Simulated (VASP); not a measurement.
GaAs:

```
CELL_PARAMETERS angstrom
0.00000 2.82685 2.82685
2.82685 0.00000 2.82685
2.82685 2.82685 0.00000
ATOMIC_POSITIONS crystal
As 0.75000 0.75000 0.75000
Ga 0.00000 0.00000 0.00000
```

Base run:

- Program: VASP 6.6.1
- Functional: revTPSS
- Potentials or basis: VASP PAW PBE potentials, release 64 (As, Ga_d)
- Cutoff: 520 eV
- k mesh: 8 × 8 × 8
- Occupations: fermi-dirac, width 0.05 eV
- Spin: no spin polarisation

Its results: band gap on the k mesh 0.71 eV, direct; pressure 0.5 GPa.

**Question.** The run is repeated on the same cell with these changes: functional from revTPSS to TPSS; further incar settings from ALGO = Normal; EDIFF = 1e-06; NBANDS = 16 to ALGO = Normal; EDIFF = 1e-07; NBANDS = 16. What comes out?

**Answer.** Band gap on the k mesh 0.67 eV, direct; pressure 2.1 GPa.

Caveats: the PAW data sets were made with another functional, which shifts forces and pressure a little.
